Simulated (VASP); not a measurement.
Write the native input for VASP 6.6.1 that does the following.

```yaml
Task: band structure
Functional: PBE
Dispersion: D3(BJ)
Potentials_or_basis: VASP PAW PBE potentials, release 64 (Si)
Cutoff: 520 eV
k_mesh: 10 × 10 × 10
Occupations: gaussian, width 0.02 eV
Spin: no spin polarisation
Further_INCAR_settings: ALGO = Normal; EDIFF = 1e-07; NBANDS = 11
```

Si:

```
CELL_PARAMETERS angstrom
0.00000 2.70994 2.70994
2.70994 0.00000 2.70994
2.70994 2.70994 0.00000
ATOMIC_POSITIONS crystal
Si 0.00000 0.00000 0.00000
Si 0.25000 0.25000 0.25000
```

The cell was built by a generator and needn't be a form met in nature.

These files were run (other wordings do the same):

POSCAR

```
Si                                      
1.0
   -0.0000000000      2.7099401356      2.7099401356
    2.7099401356     -0.0000000000      2.7099401356
    2.7099401356      2.7099401356     -0.0000000000
  Si            
     2
Direct
     0.0000000000000000    0.0000000000000000    0.0000000000000000
     0.2500000000000000    0.2500000000000000    0.2500000000000000
```

INCAR.step1

```
SYSTEM = Si
PREC = Accurate ; ENCUT = 520
EDIFF = 1E-7 ; ISMEAR = 0
SIGMA = 0.02 ; LREAL = .FALSE.
LASPH = .TRUE. ; NELM = 80
ALGO = Normal ; ISIF = 2
LWAVE = .FALSE. ; LCHARG = .TRUE.
GGA = PE ; IVDW = 12
NBANDS = 11
```

KPOINTS.step1

```
regular mesh
0
G
  10 10 10
  0 0 0
```

INCAR.step2

```
SYSTEM = Si
PREC = Accurate ; ENCUT = 520
EDIFF = 1E-7 ; ISMEAR = 0
SIGMA = 0.05 ; LREAL = .FALSE.
LASPH = .TRUE. ; NELM = 80
ALGO = Normal ; ISIF = 2
LWAVE = .FALSE. ; LCHARG = .FALSE.
GGA = PE ; IVDW = 12
NBANDS = 11 ; ICHARG = 11
```

KPOINTS.step2

```
path GXWKGLUWLK,UX
20
line-mode
reciprocal
 0.0000000000  0.0000000000  0.0000000000  G
 0.5000000000  0.0000000000  0.5000000000  X

 0.5000000000  0.0000000000  0.5000000000  X
 0.5000000000  0.2500000000  0.7500000000  W

 0.5000000000  0.2500000000  0.7500000000  W
 0.3750000000  0.3750000000  0.7500000000  K

 0.3750000000  0.3750000000  0.7500000000  K
 0.0000000000  0.0000000000  0.0000000000  G

 0.0000000000  0.0000000000  0.0000000000  G
 0.5000000000  0.5000000000  0.5000000000  L

 0.5000000000  0.5000000000  0.5000000000  L
 0.6250000000  0.2500000000  0.6250000000  U

 0.6250000000  0.2500000000  0.6250000000  U
 0.5000000000  0.2500000000  0.7500000000  W

 0.5000000000  0.2500000000  0.7500000000  W
 0.5000000000  0.5000000000  0.5000000000  L

 0.5000000000  0.5000000000  0.5000000000  L
 0.3750000000  0.3750000000  0.7500000000  K

 0.6250000000  0.2500000000  0.6250000000  U
 0.5000000000  0.0000000000  0.5000000000  X
```

Potentials or basis: VASP PAW PBE potentials, release 64 (Si).

Run with:

```console
$ cat potpaw_PBE.64/Si/POTCAR > POTCAR
$ cp INCAR.step1 INCAR
$ cp KPOINTS.step1 KPOINTS
$ mpirun -np 1 vasp_std > vasp.out
$ cp INCAR.step2 INCAR
$ cp KPOINTS.step2 KPOINTS
$ mpirun -np 1 vasp_std > vasp.out
```

It gave:

The band gap on the k mesh is 0.57 eV, indirect (least direct gap 2.57 eV), the band gap along the path is 0.56 eV, indirect (least direct gap 2.57 eV) and the dispersion energy per atom is -0.316 eV.

Caveat: the log is that of the step along the path at fixed density, whose energy, stress, charges and moments have no meaning.

It took 28 s on 1 thread of Intel(R) Xeon(R) 6975P-C (Granite Rapids) (shared host), peak memory 0.21 GiB.
